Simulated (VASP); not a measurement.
Crystal: ZnS (Wurtzite-2H).

```
Zn S
1.0
     3.81100    0.00000    0.00000
    -1.90550    3.30042    0.00000
     0.00000    0.00000    6.23400
Zn S
2 2
Direct
  0.66667 0.33333 0.50000
  0.33333 0.66667 0.00000
  0.66667 0.33333 0.88500
  0.33333 0.66667 0.38500
```

Base run:

```yaml
Program: VASP 6.6.1
Functional: HSE03
Potentials_or_basis: VASP PAW PBE potentials, release 64 (Zn, S)
Cutoff: 520 eV
k_mesh: 6 × 6 × 4
Occupations: gaussian, width 0.02 eV
Spin: no spin polarisation
```

Its results: band gap on the k mesh 3.25 eV, direct; pressure 1.9 GPa; largest force 0.328 eV/Å.

Task: The run is repeated on the same cell with these changes: functional from HSE03 to HSE06. What comes out?

Result: Band gap on the k mesh 3.47 eV, direct; pressure 1.7 GPa; largest force 0.328 eV/Å.

Caveats: the PAW data sets were made with another functional, which shifts forces and pressure a little.
